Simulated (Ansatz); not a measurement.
A (110) slab of Ti (Im-3m (No. 229)), 5 planes, outer planes Ti (top) and Ti (bottom), with 5 atoms (Ti5) in a surface cell of A = 7.494 Å², as cut from the bulk:

```xyz
5
Lattice="2.8194 0.0000 0.0000 -0.9398 2.6581 0.0000 0.0000 0.0000 24.2080" Properties=species:S:1:pos:R:3 pbc="T T T"
Ti    0.9398    1.3291    7.5000
Ti    0.0000    0.0000    9.8020
Ti    0.9398    1.3291   12.1040
Ti    0.0000    0.0000   14.4060
Ti    0.9398    1.3291   16.7080
```

Theory: DFT PBE, scalar-relativistic, plane waves, PAW (Ansatz). Plane waves to 420 eV, a k mesh through Γ of 13×13×1 on the computed 5-atom cell and Gaussian smearing (0.10 eV); no spin polarisation. The cell repeats along c with a dipole correction in the vacuum.

Against the same 5 atoms in the bulk, the slab as cut lies 1.750 eV higher and the relaxed slab 1.665 eV higher.

Q: Work out the surface energy before and after relaxation.

A: The slab has two faces, so γ = (E_slab − N·E_bulk)/(2A), the mean of both. As cut: 1.750/(2 × 7.494) = 0.1168 eV/Å², and 1 eV/Å² = 16.02 J/m², so γ = 1.87 J/m². Relaxed: 1.665/(2 × 7.494) = 0.1111 eV/Å² = 1.78 J/m². Relaxation recovers 5 % of the cost of cutting.

Q: What is the ideal work of this cut, per area?

A: Griffith's ideal work is 2γ: 3.74 J/m² if the new faces stay rigid, 3.56 J/m² if they relax. One thickness was run, 5 planes, so γ can still shift with it.

The reference crystal is the bcc form of Ti, which isn't its usual structure.